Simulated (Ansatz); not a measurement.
Crystal: GaAs.

```
As Ga
1.0
     0.00000    2.82685    2.82685
     2.82685    0.00000    2.82685
     2.82685    2.82685    0.00000
As Ga
1 1
Cartesian
  4.2403 4.2403 4.2403
  0.0000 0.0000 0.0000
```

- Program: Ansatz 0.2.0
- Task: relaxation of cell and atoms
- Functional: RPBE
- Potentials or basis: Ansatz PAW
- Cutoff: 420 eV (not typed: the program's choice for these potentials)
- k mesh: 8 × 8 × 8
- Occupations: fermi-dirac, width 0.05 eV
- Spin: no spin polarisation

At the start: volume 22.59 Å³/atom.

Q: How do energy, volume and symmetry change on relaxing?

A: It ends after 5 steps and the volume is 24.45 Å³/atom (+8.2 %); space group F-43m (No. 216, to 0.05 Å).

Step by step:
```
step  energy change (eV)  largest force (eV/Å)  volume (Å³)
   1              0.0000                0.0000        45.18
   2             -0.0526                0.0000        48.01
   3             -0.0552                0.0000        48.76
   4             -0.0552                0.0000        48.89
   5             -0.0560                0.0000        48.89
```

Final structure:
```
As Ga
1.0
     0.00000    2.90230    2.90230
     2.90230    0.00000    2.90230
     2.90230    2.90230    0.00000
As Ga
1 1
Direct
  0.75000 0.75000 0.75000
  0.00000 0.00000 0.00000
```

Caveat: the plane-wave basis is chosen anew once the cell has moved, so the energies of steps on either side of that aren't comparable; the PAW data sets come from PBE, with cores solved anew for the run's functional, which leaves a small shift of forces and pressure.
